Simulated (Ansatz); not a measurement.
Crystal: Si.

```xyz
2
Lattice="0.0000 2.7219 2.7219 2.7219 0.0000 2.7219 2.7219 2.7219 0.0000" Properties=species:S:1:pos:R:3 pbc="T T T"
Si    2.7219    2.7219    2.7219
Si    4.0828    4.0828    4.0828
```

| Item | Value |
| --- | --- |
| Program | Ansatz 0.2.0 |
| Task | relaxation of cell and atoms |
| Functional | revPBE |
| Dispersion | D3(BJ) |
| Potentials or basis | Ansatz PAW |
| Cutoff | 420 eV (not typed: the program's choice for these potentials) |
| k mesh | 8 × 8 × 8 |
| Occupations | fermi-dirac, width 0.05 eV |
| Spin | no spin polarisation |

At the start: volume 20.16 Å³/atom.

Problem. How do energy, volume and symmetry change on relaxing?

Solution. It ends after 4 steps and the volume is 19.62 Å³/atom (-2.7 %); space group Fd-3m (No. 227, to 0.05 Å).

The path:
| step | energy change (eV) | largest force (eV/Å) | volume (Å³) |
| --- | --- | --- | --- |
| 1 | 0.0000 | 0.0000 | 40.33 |
| 2 | -0.0077 | 0.0000 | 39.54 |
| 3 | -0.0084 | 0.0000 | 39.23 |
| 4 | -0.0083 | 0.0000 | 39.23 |

Final structure:
```cif
data_structure
_symmetry_space_group_name_H-M 'P 1'
_symmetry_Int_Tables_number 1
_cell_length_a 3.8141
_cell_length_b 3.8141
_cell_length_c 3.8141
_cell_angle_alpha 60.000
_cell_angle_beta 60.000
_cell_angle_gamma 60.000
_cell_volume 39.23
loop_
_atom_site_label
_atom_site_type_symbol
_atom_site_fract_x
_atom_site_fract_y
_atom_site_fract_z
_atom_site_occupancy
Si1 Si 0.50000 0.50000 0.50000 1
Si2 Si 0.75000 0.75000 0.75000 1
```

Caveat: the plane-wave basis is chosen anew once the cell has moved, so the energies of steps on either side of that aren't comparable; the PAW data sets come from PBE, with cores solved anew for the run's functional, which leaves a small shift of forces and pressure.
